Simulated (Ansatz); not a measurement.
# Chromium, bcc under LDA: convergence with the plane-wave cutoff, part 2 of 2

How high must the plane-wave cutoff be for energy and pressure to settle? The geometry was relaxed under LDA beforehand and stays fixed; 9 values are run, from 150 to 800 eV. Wanted are the values from which on the energy stays within 10 and 1 meV/atom, and the pressure within 0.5 GPa, of the last run. Within the series other settings stay, but some runs also write fields, which adds to their time. Spin polarisation is left out.

Ansatz 0.2.0; DFT LDA, plane waves with PAW, scalar-relativistic. Earlier steps stand in the parts before.

## Step 7: Run at 350 eV

The run at 350 eV.

input.yaml

```yaml
crystal:
  lattice:
    - [-1.3942485114, 1.3942485114, 1.3942485114]
    - [1.3942485114, -1.3942485114, 1.3942485114]
    - [1.3942485114, 1.3942485114, -1.3942485114]
  atoms:
    - { symbol: Cr, position: [0.0, 0.0, 0.0] }
hamiltonian:
  xc: lda
  pseudopotentials:
    kind: paw
    azcp:
      Cr: "pseudopotentials/Cr.paw.azcp"
basis:
  ecutwfc: 350
  fft_grid_basis: typed
kpoints:
  mp_grid: { grid: [16, 16, 16], shift: [0, 0, 0] }
magnetization:
  spin_polarized: false
scf:
  occupations: { method: fermi_dirac, width: 0.1 }
  lower_state_search: "off"
output:
  stress: true
```

Run with:

```console
> ansatz run input.yaml --threads 2 --pin off --max-ram 5120MiB --backend cpu --events-out ev --progress --plain --runs-dir out
```

What it wrote, cut to the lines that bear on the results:

```text
Warning: basis.ecutwfc = 350 eV is below the records' recommended 420 eV, and the density's cutoff is lower with it unless basis.ecutrho_ratio is high enough to keep the records' density cutoff: compare with a run at a higher cutoff
Warning: <dir> the record states the generating functional pbe (its physics header spells it `PBE`), which answers neither for hamiltonian.xc's functional nor for the lda family's — results may be inconsistent (PPs are generated against a specific XC)
Warning: RAYON_NUM_THREADS=2 ignored (pool sized by the plan → 2); use --threads N
[...]
Pseudopotentials: kind: paw
Pseudopotential: Cr, paw, valence charge 14, recommended cutoff 420 eV (normal), <dir>
Functional definition: SPW92
[...]
Crystal: 1 atoms, lattice volume = 10.841 Å³
Basis set: ecut = 350 eV, 177 PW (Γ)
Bands: 11, of which v1, the nominal top of the filled ones, is band 7 counted from 1 (6 counted from 0)
Symmetry: 48 space group operations
Space group: Im-3m (ITA 229), of the structure as read, at distance tolerance 2.2e-5 Å
k-points: 145 of 4096
[...]
SCF iter   1: F=—  HF=-3323.053195 eV  |F-HF|=—  |Δ(HF+E_count)|=         —  Δρ=1.04e-2  dr2=3.59e-3  ethr=1.77e-3  ⟨swp⟩=4.0  Hψ=7817  notcnv=0
[...]
SCF iter   6: F=-3323.051034 eV  HF=-3323.051034 eV  |F-HF|=3.12e-10  |Δ(HF+E_count)|=   6.16e-8  Δρ=4.59e-6  dr2=4.36e-10  ethr=7.14e-10  ⟨swp⟩=3.6  Hψ=4374  notcnv=0
[...]
SCF converged after 6 iterations
Free energy (F): -3323.051034 eV
[...]
E sigma→0 (E₀):  -3323.039916 eV
Entropy (-TS):   -0.022235 eV (-22.235 meV/atom)
Fermi energy:    20.528290 eV
[...]
--- Stress (GPa, compression-positive) ---
       -0.164509      -0.000000       0.000000
       -0.000000      -0.164509      -0.000000
        0.000000      -0.000000      -0.164509
  P = ⅓ Tr σ = -0.1645 GPa (-1.645 kbar)
```

It took 0.75 s on 2 threads of Arm Neoverse V1, shared host; peak memory 0.26 GiB.

## Step 8: Run at 420 eV

The run at 420 eV.

Changes to input.yaml since step 7:

```diff
@@ -14,3 +14,3 @@
 basis:
-  ecutwfc: 350
+  ecutwfc: 420
   fft_grid_basis: typed
@@ -25 +25,5 @@
   stress: true
+  write_density: true
+  write_potential: true
+  elf: true
+  volumetric_format: npy
```

Run with:

```console
> ansatz run input.yaml --threads 2 --pin off --max-ram 5120MiB --backend cpu --events-out ev --progress --plain --runs-dir out
```

What it wrote, cut to the lines that bear on the results:

```text
Warning: <dir> the record states the generating functional pbe (its physics header spells it `PBE`), which answers neither for hamiltonian.xc's functional nor for the lda family's — results may be inconsistent (PPs are generated against a specific XC)
Warning: RAYON_NUM_THREADS=2 ignored (pool sized by the plan → 2); use --threads N
[...]
[... 3 set-up lines as earlier in the session ...]
[...]
Crystal: 1 atoms, lattice volume = 10.841 Å³
Basis set: ecut = 420 eV, 201 PW (Γ)
Bands: 11, of which v1, the nominal top of the filled ones, is band 7 counted from 1 (6 counted from 0)
[... 2 set-up lines as earlier in the session ...]
k-points: 145 of 4096
[...]
SCF iter   1: F=—  HF=-3323.080069 eV  |F-HF|=—  |Δ(HF+E_count)|=         —  Δρ=1.01e-2  dr2=3.30e-3  ethr=1.77e-3  ⟨swp⟩=3.9  Hψ=7787  notcnv=0
[...]
SCF iter   6: F=-3323.079365 eV  HF=-3323.079365 eV  |F-HF|=5.91e-12  |Δ(HF+E_count)|=   1.10e-9  Δρ=2.99e-6  dr2=1.22e-10  ethr=1.42e-10  ⟨swp⟩=4.3  Hψ=7346  notcnv=0
[...]
SCF converged after 6 iterations
Free energy (F): -3323.079365 eV
[...]
E sigma→0 (E₀):  -3323.068273 eV
Entropy (-TS):   -0.022184 eV (-22.184 meV/atom)
Fermi energy:    20.539517 eV
[...]
--- Stress (GPa, compression-positive) ---
        0.049928      -0.000000       0.000000
        0.000000       0.049928      -0.000000
        0.000000       0.000000       0.049928
  P = ⅓ Tr σ = 0.0499 GPa (0.499 kbar)
--- Band table (eV; the first three rows and the last of 145) ---
  k-point 0: bands = ["-50.7192", "-21.6993", "-21.6993", "-21.6993", "12.5174", "19.5544", "19.5544", "19.5544", "21.7430", "21.7430", "43.4146"]
[...]
```

Wall time 1.1 s (2 threads of Arm Neoverse V1, shared host); peak memory 0.28 GiB.

## Step 9: Run at 500 eV

The run at 500 eV.

Changes to input.yaml since step 8:

```diff
@@ -14,3 +14,3 @@
 basis:
-  ecutwfc: 420
+  ecutwfc: 500
   fft_grid_basis: typed
@@ -25,5 +25 @@
   stress: true
-  write_density: true
-  write_potential: true
-  elf: true
-  volumetric_format: npy
```

Run with:

```console
> ansatz run input.yaml --threads 2 --pin off --max-ram 5120MiB --backend cpu --events-out ev --progress --plain --runs-dir out
```

What it wrote, cut to the lines that bear on the results:

```text
Warning: <dir> the record states the generating functional pbe (its physics header spells it `PBE`), which answers neither for hamiltonian.xc's functional nor for the lda family's — results may be inconsistent (PPs are generated against a specific XC)
Warning: RAYON_NUM_THREADS=2 ignored (pool sized by the plan → 2); use --threads N
[...]
[... 3 set-up lines as earlier in the session ...]
[...]
Crystal: 1 atoms, lattice volume = 10.841 Å³
Basis set: ecut = 500 eV, 249 PW (Γ)
Bands: 11, of which v1, the nominal top of the filled ones, is band 7 counted from 1 (6 counted from 0)
[... 2 set-up lines as earlier in the session ...]
k-points: 145 of 4096
[...]
SCF iter   1: F=—  HF=-3323.081060 eV  |F-HF|=—  |Δ(HF+E_count)|=         —  Δρ=1.04e-2  dr2=3.33e-3  ethr=1.77e-3  ⟨swp⟩=4.0  Hψ=7940  notcnv=0
[...]
SCF iter   6: F=-3323.080418 eV  HF=-3323.080418 eV  |F-HF|=4.87e-11  |Δ(HF+E_count)|=   1.03e-9  Δρ=4.37e-6  dr2=2.30e-10  ethr=1.70e-11  ⟨swp⟩=1.5  Hψ=4785  notcnv=0
[...]
SCF converged after 6 iterations
Free energy (F): -3323.080418 eV
[...]
E sigma→0 (E₀):  -3323.069328 eV
Entropy (-TS):   -0.022180 eV (-22.180 meV/atom)
Fermi energy:    20.539848 eV
[...]
--- Stress (GPa, compression-positive) ---
        0.047425       0.000000       0.000000
        0.000000       0.047425      -0.000000
        0.000000       0.000000       0.047425
  P = ⅓ Tr σ = 0.0474 GPa (0.474 kbar)
```

Wall time 0.94 s (2 threads of Arm Neoverse V1, shared host); peak memory 0.28 GiB.

## Step 10: Run at 600 eV

The run at 600 eV.

Changes to input.yaml since step 9:

```diff
@@ -14,3 +14,3 @@
 basis:
-  ecutwfc: 500
+  ecutwfc: 600
   fft_grid_basis: typed
```

Run with:

```console
> ansatz run input.yaml --threads 2 --pin off --max-ram 5120MiB --backend cpu --events-out ev --progress --plain --runs-dir out
```

What it wrote, cut to the lines that bear on the results:

```text
Warning: <dir> the record states the generating functional pbe (its physics header spells it `PBE`), which answers neither for hamiltonian.xc's functional nor for the lda family's — results may be inconsistent (PPs are generated against a specific XC)
Warning: RAYON_NUM_THREADS=2 ignored (pool sized by the plan → 2); use --threads N
[...]
[... 3 set-up lines as earlier in the session ...]
[...]
Crystal: 1 atoms, lattice volume = 10.841 Å³
Basis set: ecut = 600 eV, 369 PW (Γ)
Bands: 11, of which v1, the nominal top of the filled ones, is band 7 counted from 1 (6 counted from 0)
[... 2 set-up lines as earlier in the session ...]
k-points: 145 of 4096
[...]
SCF iter   1: F=—  HF=-3323.081529 eV  |F-HF|=—  |Δ(HF+E_count)|=         —  Δρ=1.05e-2  dr2=3.33e-3  ethr=1.77e-3  ⟨swp⟩=4.1  Hψ=7875  notcnv=0
[...]
SCF iter   6: F=-3323.080881 eV  HF=-3323.080881 eV  |F-HF|=4.27e-11  |Δ(HF+E_count)|=  8.99e-10  Δρ=4.41e-6  dr2=2.23e-10  ethr=2.34e-11  ⟨swp⟩=1.2  Hψ=4705  notcnv=0
[...]
SCF converged after 6 iterations
Free energy (F): -3323.080881 eV
[...]
E sigma→0 (E₀):  -3323.069791 eV
Entropy (-TS):   -0.022179 eV (-22.179 meV/atom)
Fermi energy:    20.539683 eV
[...]
--- Stress (GPa, compression-positive) ---
        0.046631       0.000000      -0.000000
       -0.000000       0.046631      -0.000000
       -0.000000      -0.000000       0.046631
  P = ⅓ Tr σ = 0.0466 GPa (0.466 kbar)
```

Wall time 1 s (2 threads of Arm Neoverse V1, shared host); peak memory 0.29 GiB.

## Step 11: Run at 800 eV

The run at 800 eV.

Changes to input.yaml since step 10:

```diff
@@ -14,3 +14,3 @@
 basis:
-  ecutwfc: 600
+  ecutwfc: 800
   fft_grid_basis: typed
@@ -25 +25,5 @@
   stress: true
+  write_density: true
+  write_potential: true
+  elf: true
+  volumetric_format: npy
```

Run with:

```console
> ansatz run input.yaml --threads 2 --pin off --max-ram 5120MiB --backend cpu --events-out ev --progress --plain --runs-dir out
```

What it wrote, cut to the lines that bear on the results:

```text
Warning: <dir> the record states the generating functional pbe (its physics header spells it `PBE`), which answers neither for hamiltonian.xc's functional nor for the lda family's — results may be inconsistent (PPs are generated against a specific XC)
Warning: RAYON_NUM_THREADS=2 ignored (pool sized by the plan → 2); use --threads N
[...]
[... 3 set-up lines as earlier in the session ...]
[...]
Crystal: 1 atoms, lattice volume = 10.841 Å³
Basis set: ecut = 800 eV, 555 PW (Γ)
Bands: 11, of which v1, the nominal top of the filled ones, is band 7 counted from 1 (6 counted from 0)
[... 2 set-up lines as earlier in the session ...]
k-points: 145 of 4096
[...]
SCF iter   1: F=—  HF=-3323.081893 eV  |F-HF|=—  |Δ(HF+E_count)|=         —  Δρ=1.06e-2  dr2=3.38e-3  ethr=1.77e-3  ⟨swp⟩=4.0  Hψ=7913  notcnv=0
[...]
SCF iter   6: F=-3323.081266 eV  HF=-3323.081266 eV  |F-HF|=7.46e-11  |Δ(HF+E_count)|=  4.31e-10  Δρ=4.87e-6  dr2=2.88e-10  ethr=1.92e-11  ⟨swp⟩=4.1  Hψ=6981  notcnv=0
[...]
SCF converged after 6 iterations
Free energy (F): -3323.081266 eV
[...]
E sigma→0 (E₀):  -3323.070176 eV
Entropy (-TS):   -0.022179 eV (-22.179 meV/atom)
Fermi energy:    20.539732 eV
[...]
--- Stress (GPa, compression-positive) ---
        0.045286      -0.000000      -0.000000
        0.000000       0.045286       0.000000
       -0.000000      -0.000000       0.045286
  P = ⅓ Tr σ = 0.0453 GPa (0.453 kbar)
--- Band table (eV; the first three rows and the last of 145) ---
  k-point 0: bands = ["-50.7188", "-21.6986", "-21.6986", "-21.6986", "12.5171", "19.5545", "19.5545", "19.5545", "21.7435", "21.7435", "43.4144"]
[...]
```

Wall time 1.7 s (2 threads of Arm Neoverse V1, shared host); peak memory 0.32 GiB.

## Step 12: The series

Differences are taken from the run at 800 eV.

```csv
cutoff (eV),plane waves at Γ,E(σ → 0) (meV/atom),P (GPa),SCF cycles,CPU time
150,43,34182.68,-24.00,6,1.1 s
200,79,8277.03,-55.91,6,0.97 s
250,87,1801.78,0.29,6,1.4 s
300,135,270.98,1.32,6,1.5 s
350,177,30.26,-0.16,6,1.3 s
420,201,1.90,0.05,6,2 s
500,249,0.85,0.05,6,1.6 s
600,369,0.39,0.05,6,1.8 s
800,555,0.00,0.05,6,3.1 s
```

## Step 13: Outcome

What follows sums up all 2 parts.

| quantity | value |
| --- | --- |
| E(σ → 0) stays within 10 meV/atom of 800 eV | from 420 eV on |
| E(σ → 0) stays within 1 meV/atom | from 500 eV on |
| pressure stays within 0.5 GPa | from 350 eV on |
| pressure at 800 eV | 0.05 GPa |
| CPU time, dearest over cheapest | 3.2 |
| run at the usual settings (mesh 26×26×26 against the series' 16×16×16, 420 eV) | +4.1 meV/atom from 800 eV, 0.08 GPa |

What this shows: The far end, 150 eV, lies +34183 meV/atom and -24.0 GPa from the yardstick. Each step up in cutoff lowers the energy. Total energies within 1 meV/atom need 500 eV; differences between like structures often settle sooner. The cell taken over is 10 % smaller than the measured one (11.99 Å³/atom, COD), which weighs on all values here.
